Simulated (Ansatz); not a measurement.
Set up this calculation in Ansatz 0.2.0, as an ASE script.

* Task: single point
* Functional: BPBE
* Potentials or basis: JTH PAW
* Cutoff: 1230 eV
* Density cutoff: 4920 eV
* k mesh: 11 × 11 × 6
* Occupations: cold, width 0.15 eV
* Spin: no spin polarisation
* Driver: chain

The structure of Ti lies in Ti.cif:

```cif
data_Ti
_cell_length_a 2.86913704
_cell_length_b 2.86913704
_cell_length_c 4.55171571
_cell_angle_alpha 90.00000000
_cell_angle_beta 90.00000000
_cell_angle_gamma 120.00000000
_space_group_name_H-M_alt 'P6_3/mmc'
_space_group_name_Hall '-P 6c 2c'
_space_group_IT_number 194
loop_
_space_group_symop_operation_xyz
'x,y,z'
'-x,-y,-z'
'x-y,x,z+1/2'
'-x+y,-x,-z+1/2'
'-y,x-y,z'
'y,-x+y,-z'
'-x,-y,z+1/2'
'x,y,-z+1/2'
'-x+y,-x,z'
'x-y,x,-z'
'y,-x+y,z+1/2'
'-y,x-y,-z+1/2'
'-y,-x,-z+1/2'
'y,x,z+1/2'
'-x,-x+y,-z'
'x,x-y,z'
'-x+y,y,-z+1/2'
'x-y,-y,z+1/2'
'y,x,-z'
'-y,-x,z'
'x,x-y,-z+1/2'
'-x,-x+y,z+1/2'
'x-y,-y,-z'
'-x+y,y,z'
loop_
_atom_site_label
_atom_site_type_symbol
_atom_site_symmetry_multiplicity
_atom_site_Wyckoff_symbol
_atom_site_fract_x
_atom_site_fract_y
_atom_site_fract_z
_atom_site_occupancy
Ti1 Ti 2 c 0.6666666667 0.3333333333 0.7500000000 1
```

The cell isn't the ideal one: volume scaled by 0.92.

These files were run (other wordings do the same):

run.py

```python
import json

import ase.io
import numpy as np

import ansatz as az

atoms = ase.io.read("Ti.cif")
atoms.info.pop("occupancy", None)

calculation = (
    az.Crystal.from_ase(atoms)
    .calculation()
    .kpoints(11, 11, 6)
    .functional(exchange="b88", correlation="pbe")
    .pseudopotentials(kind="paw", source="jth")
    .occupations(method="cold", width=0.15)
    .forces()
    .stress()
    .band_table(publish=True)
)
outcome = calculation.run(threads=2, events_out="events.jsonl")

report = outcome.report
for line in open("events.jsonl"):
    event = json.loads(line)
    if event["event"] == "scf_iter":
        d = event["data"]
        print(f"SCF {d['iter']:3d}  HF = {d['harris_foulkes_ev']:.6f} eV  dr2 = {d['dr2_ev']:.2e} eV")
    elif event["event"] in ("relax_step", "md_step"):
        d = event["data"]
        print(f"{event['event']} {d['step']:3d}  E = {d['lagrangian_ev']:.6f} eV")
np.set_printoptions(precision=5, suppress=True, linewidth=110)
print("converged:", report["converged"], "after", report["n_iterations"], "iterations")
print(f"free energy {report['free_energy_ev']:.6f} eV, Fermi level {report['fermi_energy_ev']:.4f} eV")
for key in ("band_edges_ev", "magnetization_mub", "site_moments_mub", "site_moments_nc_mub", "forces_ev_ang",
                "stress_gpa"):
    if report.get(key) is not None:
        print(key, np.array(report[key]), sep="\n")
```

Potentials or basis: JTH PAW.

The run is started by

```console
$ python run.py
```

It gave:

* Pressure: 8.6 GPa
* Band gap on the k mesh: none (metal or under the smearing width)

Caveat: the potentials were made for another functional, which shifts forces and pressure.

It took 6.1 s on 2 threads of Arm Neoverse V1, on a shared host, peak memory 0.55 GiB.
